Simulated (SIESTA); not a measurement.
# SrO in SIESTA: the effect of strain zz

The system is SrO.

```
Sr O
1.0
     0.00000    2.56630    2.46365
     2.56630    0.00000    2.46365
     2.56630    2.56630    0.00000
Sr O
1 1
Direct
  0.50000 0.50000 0.50000
  0.00000 0.00000 0.00000
```

The cell isn't the ideal one: cell strained along z.

Alike in all runs:

| Item | Value |
| --- | --- |
| Program | SIESTA 5.4.2 |
| Task | band structure |
| Functional | PBE |
| Potentials or basis | PseudoDojo 0.4 standard (PBE files) |
| Basis | DZP (energy shift 0.003 Ry; two zetas on semicore shells; d shell added on Sr) |
| Grid cutoff | 800 Ry |
| Energy shift | 0.003 Ry |
| k mesh | 9 × 9 × 9 |
| Occupations | fermi-dirac, width 0.05 eV |
| Spin | no spin polarisation |

```csv
strain zz,gap on the mesh (eV),pressure (GPa)
-0.04,3.06,9.3
-0.02,3.20,6.5
-0.01,3.26,5.2
0,3.31,4.1
0.01,3.29,3.1
0.02,?,?
0.04,3.25,0.5
```

Problem. What does the run with strain zz 0.02 give?

Solution. gap on the mesh 3.28 eV; pressure 2.1 GPa.

Worked out: A parabola through the other rows of the gap on the mesh, of slope -1.05 eV per unit of strain zz there, gives 3.30 eV, against the run's 3.28. The fit is too stiff a form for this range. A parabola through the other rows of the pressure, of slope -89.7 GPa per unit of strain zz there, gives 2.1 GPa, against the run's 2.1.

Caveats: the basis of atomic orbitals isn't converged, which shifts pressures, moduli and gaps.

A k mesh can miss the band edges.
